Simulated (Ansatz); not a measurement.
## NaCl: stationary points along a deformation path

All numbers below come from Ansatz 0.2.0, DFT r2SCAN, scalar-relativistic, plane waves, PAW. Cutoff 500 eV, Γ-centred 8×8×8 k-points, Gaussian smearing of 0.05 eV. No spin polarisation. Energies are free energies at this smearing, counted from the undisturbed cell; pressure is positive in compression.

The undisturbed cell (as given, not relaxed at this level; it stands at -0.8 GPa):

```
Na Cl
1.0
     0.00000    2.83175    2.83175
     2.83175    0.00000    2.83175
     2.83175    2.83175    0.00000
Na Cl
1 1
Direct
  0.00000 0.00000 0.00000
  0.50000 0.50000 0.50000
```

At fixed volume and fractional coordinates, lengths along (0.000, 0.000, 1.000) are scaled against those across it; ρ is that ratio over its starting value. V = 22.707 Å³/atom. Δσ is the stress along the axis less the mean stress across it (compression positive).

| ρ | ΔE (meV/atom) | Δσ (GPa) | space group |
| --- | --- | --- | --- |
| 0.707 | 431.6 | 36.24 | I4/mmm |
| 0.780 | 180.0 | 19.24 | I4/mmm |
| 0.850 | 65.1 | 9.76 | I4/mmm |
| 1.000 | 0.0 | 0.00 | Fm-3m |
| 1.200 | 54.2 | -6.06 | I4/mmm |
| 1.414 | 194.1 | -12.42 | I4/mmm |

**Question.** How does the stress give the slope of the energy, and where is the energy stationary?

**Answer.** Along the path d ln(length) is 2/3 d ln ρ on the axis and −1/3 d ln ρ across it, so dE/d ln ρ = −(2/3) V Δσ: the energy falls with ρ where Δσ is positive. Δσ vanishes or changes sign at ρ = 1.000 (Fm-3m), a minimum at 0.0 meV/atom. Pairs of stationary points between two samples would go unseen, and could change a minimum read from distant neighbours into a maximum. At ρ = 1.000 the cell is cubic, where symmetry alone makes the stress isotropic and the slope zero.